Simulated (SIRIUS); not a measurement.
# AgCl (Chlorargyrite) (P1) in SIRIUS: single point with PBE

Aim: the single point of AgCl (Chlorargyrite) with PBE.

Everything below comes from runs of SIRIUS 7.10.0. Logs are shortened: lines on timing, memory, paths and dates and some standing lists are left out, and cuts for length are marked. The log counts tension as positive stress, the text compression.

**1. The cell of the first run**

The typed cell holds 2 atoms: a = 3.868 Å, b = 3.868 Å, c = 3.868 Å, α = 60.00°, β = 60.00°, γ = 60.00°.

**2. Single point, PBE (atoms moved at random, drawn with an rms of 0.05 Å)**

Input file sirius.json:

```json
{
  "control": {
    "processing_unit": "cpu",
    "verbosity": 2,
    "num_bands_to_print": 21,
    "print_forces": true,
    "print_stress": true
  },
  "parameters": {
    "electronic_structure_method": "pseudopotential",
    "xc_functionals": ["XC_GGA_X_PBE", "XC_GGA_C_PBE"],
    "gk_cutoff": 9.1,
    "pw_cutoff": 18.2,
    "ngridk": [8, 8, 8],
    "shiftk": [0, 0, 0],
    "smearing": "fermi_dirac",
    "smearing_width": 0.0018374661,
    "num_bands": 21,
    "num_mag_dims": 0,
    "num_dft_iter": 100,
    "energy_tol": 1e-08,
    "density_tol": 1e-06
  },
  "iterative_solver": {
    "type": "davidson",
    "min_tolerance": 1e-10
  },
  "mixer": {
    "type": "anderson",
    "beta": 0.7,
    "max_history": 8
  },
  "settings": {
    "tol_ne": 1e-10
  },
  "unit_cell": {
    "lattice_vectors": [
      [0.0, 5.168400950851, 5.168400950851],
      [5.168400950851, 0.0, 5.168400950851],
      [5.168400950851, 5.168400950851, 0.0]
    ],
    "atom_coordinate_units": "lattice",
    "atom_types": ["Ag", "Cl"],
    "atom_files": {
      "Cl": "Cl.json",
      "Ag": "Ag.json"
    },
    "atoms": {
      "Ag": [
        [-0.017198, 0.011295, -0.004485]
      ],
      "Cl": [
        [0.496284, 0.509075, 0.50356]
      ]
    }
  }
}
```

Potentials or basis: PseudoDojo 0.4.1 PBE standard (scalar relativistic).

Run with:

```console
$ upf_to_json Cl.upf
$ upf_to_json Ag.upf
$ OMP_NUM_THREADS=1 sirius.scf --input=sirius.json --output=out.json --task=0
```

The log of the run:

```text
[info] SIRIUS version : 7.10.0
[info] number of MPI ranks           : 1
[info] MPI grid                      : 1 1
[info] maximum number of OMP threads : 1
[fft] FFT context for density and potential
[fft] =====================================
[fft]   comm size                             : 1
[fft]   plane wave cutoff                     : 18.2
[fft]   grid size                             : 45 45 45   total : 91125
[fft]   grid limits                           : -22 22   -22 22   -22 22
[fft]   number of G-vectors within the cutoff : 13995
[fft]   local number of G-vectors             : 13995
[fft]   number of G-shells                    : 766
[fft] FFT context for coarse grid
[fft] =====================================
[fft]   comm size                             : 1
[fft]   plane wave cutoff                     : 18.2
[fft]   grid size                             : 45 45 45   total : 91125
[fft]   grid limits                           : -22 22   -22 22   -22 22
[fft]   number of G-vectors within the cutoff : 13995
[fft]   local number of G-vectors             : 13995
[fft]   number of G-shells                    : 766
[unit cell] lattice vectors
[unit cell]   a1 :       0.0000000000      5.1684009509      5.1684009509
[unit cell]   a2 :       5.1684009509      0.0000000000      5.1684009509
[unit cell]   a3 :       5.1684009509      5.1684009509      0.0000000000
[unit cell] reciprocal lattice vectors
[unit cell]   b1 :      -0.6078461566      0.6078461566      0.6078461566
[unit cell]   b2 :       0.6078461566     -0.6078461566      0.6078461566
[unit cell]   b3 :       0.6078461566      0.6078461566     -0.6078461566
[unit cell] unit cell volume :       276.12046036 [a.u.^3]
[unit cell] 1/sqrt(omega)    :         0.06017980
[unit cell] MT volume        :         0.00000000 ( 0.00%)
[unit cell] IT volume        :       276.12046036 (100.00%)
[unit cell] number of atom types : 2
[unit cell] type id : 0 symbol : Ag mt_radius :  15.370000 num_atoms : 1
[unit cell] type id : 1 symbol : Cl mt_radius :  10.270000 num_atoms : 1
[unit cell] total number of atoms : 2
[unit cell] number of symmetry classes : 2
[unit cell] number of PAW atoms : 0
[unit cell] atom id  type id  class id             position                      vector_field
[unit cell] ------------------------------------------------------------------------------------------
[unit cell]      0        0        0     -0.01720   0.01129  -0.00449      0.00000   0.00000   0.00000
[unit cell]      1        1        1      0.49628   0.50908   0.50356      0.00000   0.00000   0.00000
[unit cell] atom id         position (Cartesian, a.u.)
[unit cell] ---------------------------------------------
[unit cell]      0       0.035197   -0.112066   -0.030509
[unit cell]      1       5.233704    5.167595    5.196098
[unit cell] class id : 0 atom id : 0
[unit cell] class id : 1 atom id : 1
[unit cell] minimum bond length:     5.057565
[unit cell] total number of pseudo wave-functions: 14
[sym] space group number   : 1
[sym] international symbol : P1
[sym] Hall symbol          : P 1
[sym] space group transformation matrix :
[sym]  -1.0000 -1.0000 -1.0000
[sym]   1.0000  0.0000  0.0000
[sym]   0.0000  0.0000  1.0000
[sym] space group origin shift :
[sym]   0.0000  0.0000  0.0000
[sym] number of space group operations  : 1
[sym] number of magnetic group operations : 1
[sym] metric tensor error: 0.0000e+00
[sym] rotation matrix error: 5.9875e-17
[sym] symmetry operations
[... list of symmetry operations ...]
[atom type] label          : Ag
[atom type] --------------------------------------------------------------------------------
[atom type] symbol         : Ag
[atom type] name           :
[atom type] zn             : 19
[atom type] mass           : 0
[atom type] mt_radius      : 15.37
[atom type] num_mt_points  : 1538
[atom type] grid_origin    : 0
[atom type] grid_name      : external
[... 204 lines left out ...]
[find] | SCF iteration   4 out of 100|
[diagonalize] iterative solver tolerance (occupied, empty): 4.21994e-05 4.21994e-05
[... 92 lines left out ...]
[find] Free energy (E-TS)             :    -171.44740185 (Ha),    -342.89480370 (Ry)
[find] band gap (eV)                  :       0.90357551
[find] Efermi                         :       0.34503397
[find] iteration : 14, RMS : 5.140563624328e-09, energy difference : -3.495870259940e-12
[find] Hartree energy of density residual : 1.186140409993e-15
[find] | SCF iteration  15 out of 100|
[diagonalize] iterative solver tolerance (occupied, empty): 3.96043e-10 3.96043e-10
[diagonalize] average number of iterations: 1.38077
[find] Total energy                   :    -171.44740178 (Ha),    -342.89480355 (Ry)
[find] Free energy (E-TS)             :    -171.44740185 (Ha),    -342.89480370 (Ry)
[find] band gap (eV)                  :       0.90357530
[find] Efermi                         :       0.34503398
[find] iteration : 15, RMS : 1.611281382572e-09, energy difference : -2.302158463863e-12
[find] Hartree energy of density residual : 1.785707371625e-16
[find] bands are converged : true
[find] iterative solver converged : false
[find] +------------------------------+
[find] | SCF iteration  16 out of 100|
[find] +------------------------------+
[diagonalize] iterative solver tolerance (occupied, empty): 1.61128e-10 1.61128e-10
[diagonalize] average number of iterations: 2.15
[diagonalize] Lowest band energies
[diagonalize] ik:    0   -2.977615   -1.637294   -1.637271   -1.637266   -0.241559    0.223091    0.224987    0.225516    0.229458    0.230447    0.238282    0.239290    0.242005    0.358990    0.716290    0.717211    0.717699    0.780833    0.815754    0.820255    0.826025
[diagonalize] ik:    1   -2.977614   -1.637306   -1.637279   -1.637272   -0.239085    0.198528    0.203166    0.206347    0.231519    0.231587    0.240692    0.264734    0.265471    0.386035    0.670028    0.706640    0.707485    0.764876    0.765633    0.799181    0.852504
[diagonalize] ik:    2   -2.977612   -1.637347   -1.637291   -1.637280   -0.232840    0.161289    0.181285    0.182070    0.236652    0.236687    0.246828    0.294068    0.294393    0.435322    0.611371    0.660240    0.660536    0.769151    0.769584    0.794503    0.938864
[diagonalize] ik:    3   -2.977611   -1.637392   -1.637299   -1.637287   -0.226155    0.131348    0.167217    0.167716    0.242016    0.242045    0.253473    0.316530    0.316871    0.470156    0.578637    0.618448    0.618693    0.797846    0.798232    0.805801    0.937598
[diagonalize] ik:    4   -2.977610   -1.637412   -1.637303   -1.637290   -0.223237    0.120238    0.162388    0.162836    0.244309    0.244339    0.256665    0.325210    0.325649    0.477393    0.574306    0.602632    0.602921    0.816676    0.817263    0.830151    0.881553
[diagonalize] ...
[diagonalize] ik:  255   -2.977608   -1.637389   -1.637347   -1.637324   -0.222846    0.155544    0.202378    0.203619    0.219073    0.240140    0.249132    0.249172    0.253427    0.410612    0.615314    0.648358    0.757531    0.758329    0.863855    0.864295    0.883143
[diagonalize] ik:  256   -2.977609   -1.637382   -1.637348   -1.637322   -0.222921    0.153484    0.185222    0.191974    0.226378    0.247399    0.251117    0.258402    0.262646    0.429104    0.610252    0.633693    0.724121    0.750521    0.856174    0.877756    0.907418
[diagonalize] ik:  257   -2.977609   -1.637388   -1.637333   -1.637312   -0.223078    0.143420    0.167102    0.176132    0.234965    0.246291    0.253643    0.285032    0.287784    0.472454    0.566254    0.626108    0.667277    0.765622    0.837645    0.877409    0.944222
[diagonalize] ik:  258   -2.977610   -1.637407   -1.637308   -1.637298   -0.223199    0.127122    0.162945    0.165846    0.241877    0.244904    0.255584    0.311609    0.314377    0.496476    0.540780    0.620272    0.621797    0.795374    0.822508    0.862480    0.881331
[diagonalize] ik:  259   -2.977610   -1.637415   -1.637301   -1.637288   -0.223238    0.120287    0.162291    0.162604    0.244327    0.244346    0.256767    0.325562    0.325784    0.477208    0.574323    0.602447    0.602673    0.816828    0.817177    0.830300    0.881805
[find] Charges and magnetic moments
[find] --------------------------------------------------------------------------------
[find] total charge          : 26.000000
[find] Energy
[find] --------------------------------------------------------------------------------
[find] valence_eval_sum               :     -12.62340154
[find] <rho|V^{XC}>                   :     -23.37730344
[find] <rho|E^{XC}>                   :     -27.68584903
[find] <mag|B^{XC}>                   :       0.00000000
[find] <rho|V^{H}>                    :      99.16767551
[find] one-electron contribution      :     -88.41377360 (Ha),    -176.82754721 (Ry)
[find] hartree contribution           :      49.58383776
[find] xc contribution                :     -27.68584903
[find] ewald contribution             :    -104.93161679
[find] PAW contribution               :       0.00000000
[find] smearing (-TS)                 :      -0.00000008
[find] SCF correction                 :      -0.00000011
[find] Total energy                   :    -171.44740178 (Ha),    -342.89480355 (Ry)
[find] Free energy (E-TS)             :    -171.44740185 (Ha),    -342.89480370 (Ry)
[find] band gap (eV)                  :       0.90357531
[find] Efermi                         :       0.34503397
[find] iteration : 16, RMS : 1.348222728919e-09, energy difference : -1.364242052659e-12
[find] Hartree energy of density residual : 4.443274675507e-16
[find] bands are converged : true
[find] iterative solver converged : true
[find] converged after 17 SCF iterations!
[find] Charges and magnetic moments
[find] --------------------------------------------------------------------------------
[find] total charge          : 26.000000
[find] Energy
[find] --------------------------------------------------------------------------------
[find] valence_eval_sum               :     -12.62340154
[find] <rho|V^{XC}>                   :     -23.37730344
[find] <rho|E^{XC}>                   :     -27.68584903
[find] <mag|B^{XC}>                   :       0.00000000
[find] <rho|V^{H}>                    :      99.16767551
[find] one-electron contribution      :     -88.41377360 (Ha),    -176.82754721 (Ry)
[find] hartree contribution           :      49.58383776
[find] xc contribution                :     -27.68584903
[find] ewald contribution             :    -104.93161679
[find] PAW contribution               :       0.00000000
[find] smearing (-TS)                 :      -0.00000008
[find] SCF correction                 :      -0.00000011
[find] Total energy                   :    -171.44740178 (Ha),    -342.89480355 (Ry)
[find] Free energy (E-TS)             :    -171.44740185 (Ha),    -342.89480370 (Ry)
[find] band gap (eV)                  :       0.90357531
[find] Efermi                         :       0.34503397
[ground_state] === stress tensor components [kbar] ===
[ground_state] === stress_kin ===
[ground_state] -41882.535228   -0.322571   -0.167142
[ground_state]    -0.322571-41878.899543   -0.625248
[ground_state]    -0.167142   -0.625248-41881.749812
[ground_state] === stress_har ===
[ground_state] -17596.413490   11.822674    6.175361
[ground_state]    11.822674-17631.777282   22.867765
[ground_state]     6.175361   22.867765-17604.065077
[ground_state] === stress_ewald ===
[ground_state] 37302.684625   21.118816   11.025514
[ground_state]    21.11881637218.829463   40.854275
[ground_state]    11.025514   40.85427537284.555711
[ground_state] === stress_vloc ===
[ground_state] 18388.805535  -32.598754  -17.023507
[ground_state]   -32.59875418503.795186  -63.057429
[ground_state]   -17.023507  -63.05742918413.674080
[ground_state] === stress_xc ===
[ground_state] -4287.557970    0.033434    0.017454
[ground_state]     0.033434-4287.696060    0.064672
[ground_state]     0.017454    0.064672-4287.587833
[ground_state] === stress_core ===
[ground_state] 11826.630190   -0.016563   -0.008418
[ground_state]    -0.01656311826.723576   -0.032001
[ground_state]    -0.008418   -0.03200111826.650370
[ground_state] === stress_nonloc ===
[ground_state] -3790.287129    0.163790    0.085037
[ground_state]     0.163790-3791.572654    0.317278
[ground_state]     0.085037    0.317278-3790.564621
[ground_state] === stress_us_nl ===
[ground_state] -3790.287129    0.163790    0.085037
[ground_state]     0.163790-3791.572654    0.317278
[ground_state]     0.085037    0.317278-3790.564621
[ground_state] === stress_total ===
[ground_state]   -38.673466    0.200825    0.104299
[ground_state]     0.200825  -40.597313    0.389311
[ground_state]     0.104299    0.389311  -39.087183
[ground_state] ==== total Forces in Ha/bohr =====
[ground_state] atom:    0, force:       0.0004798      0.0018285      0.0009331
[ground_state] atom:    1, force:      -0.0004794     -0.0018284     -0.0009333
[ground_state] ==== ultrasoft contribution from Qij =====
[ground_state] atom:    0, force:       0.0000000      0.0000000      0.0000000
[ground_state] atom:    1, force:       0.0000000      0.0000000      0.0000000
[ground_state] ==== non-local contribution from Beta-projector =====
[ground_state] atom:    0, force:       0.0056386      0.0209963      0.0109192
[ground_state] atom:    1, force:       0.0018855      0.0069780      0.0036466
[ground_state] ==== contribution from local potential =====
[ground_state] atom:    0, force:      -0.0651259     -0.2423109     -0.1260979
[ground_state] atom:    1, force:       0.0581312      0.2163029      0.1125566
[ground_state] ==== contribution from core density =====
[ground_state] atom:    0, force:      -0.0004454     -0.0016574     -0.0008630
[ground_state] atom:    1, force:      -0.0000836     -0.0003088     -0.0001616
[ground_state] ==== Ewald forces from ions =====
[ground_state] atom:    0, force:       0.0604126      0.2248005      0.1169749
[ground_state] atom:    1, force:      -0.0604126     -0.2248005     -0.1169749
[~DFT_ground_state] local op. applied: 194389
[~DFT_ground_state] evp. work count: 35229.4
[~DFT_ground_state] number of iterative solver steps: 11851
```

It took 10 min on 1 thread of Arm Neoverse V1, shared host; peak memory 1.8 GiB.

What came out:

```yaml
Free_energy: -4665.3215 eV
Pressure: 3.9 GPa
Largest_force: 0.108 eV/Å
Band_gap_on_the_k_mesh: 0.90 eV
```

Forces on the atoms (eV/Å):
```
Ag   0.025  0.094  0.048
Cl  -0.025 -0.094 -0.048
```

Stress tensor (GPa, compression positive):
```
 3.87 -0.02 -0.01
-0.02  4.06 -0.04
-0.01 -0.04  3.91
```
